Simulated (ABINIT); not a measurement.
Runs of ABINIT 10.8.3 (patched build) on CdTe. Symmetry: F-43m, No. 216, cubic system. Conventional cell: a = 6.410 Å, b = 6.410 Å, c = 6.410 Å, α = 90.00°, β = 90.00°, γ = 90.00°. Te (site symmetry -43m) has 4 Cd at 2.78 Å as nearest neighbours. Cd (site symmetry -43m) is surrounded by 4 Te at 2.78 Å. 

| task | level | potentials or basis | k mesh | cutoff (eV) | smearing | most SCF steps | fine-grid cutoff | mesh quality | gap on the mesh (eV) | V0 of scaled cells (Å³/atom) | B0 (GPa) |
| --- | --- | --- | --- | --- | --- | --- | --- | --- | --- | --- | --- |
| single point | HSE06 | Ansatz NC PBE | 3 × 3 × 3 | 1007 | fixed | 60 | - | coarse | 1.62 | - | - |
| single point | LDA | JTH PAW LDA v2.0 | 4 × 4 × 4 | 463 | fermi-dirac 0.05 eV | - | 925.187 eV | coarse | (a) | - | - |
| equation of state | PBEsol | JTH PAW PBE v2.0 | 7 × 7 × 7 | 599 | fermi-dirac 0.05 eV | - | 1197.3 eV | not flagged | - | 34.26 | 42 |
| single point | r2SCAN | JTH PAW PBE v2.0 | 6 × 6 × 6 | 544 | fermi-dirac 0.05 eV | - | 1088.46 eV | not flagged | 1.38 | - | - |
| equation of state | LDA-Teter | JTH PAW LDA v2.0 | 7 × 7 × 7 | 463 | fermi-dirac 0.05 eV | - | 925.187 eV | not flagged | - | 33.02 | (b) |

Alike in all rows: no spin polarisation; cell as given.

Question: Estimate the missing entries.

Answer: (a) 0.59; (b) 46.

Caveats: some runs use coarse meshes; spin-orbit coupling is left out, which moves the levels of the heavy elements (some runs); pressures at fixed basis lie under the slope of the energies (some runs); the PAW data sets were made with another functional, which shifts forces and pressure a little (some runs); exact exchange is summed on a coarse mesh, which widens gaps by tenths of an eV (some runs); Libxc's HSE differs a little from that of other programs (some runs); the potentials were made for another functional, which shifts forces and pressure (some runs); an odd mesh through Γ misses points on the zone boundary, where band edges often lie (some runs).

A k mesh can miss the band edges, and the runs leave out spin-orbit coupling on Cd, Te.

Not every run made on this cell is shown here.
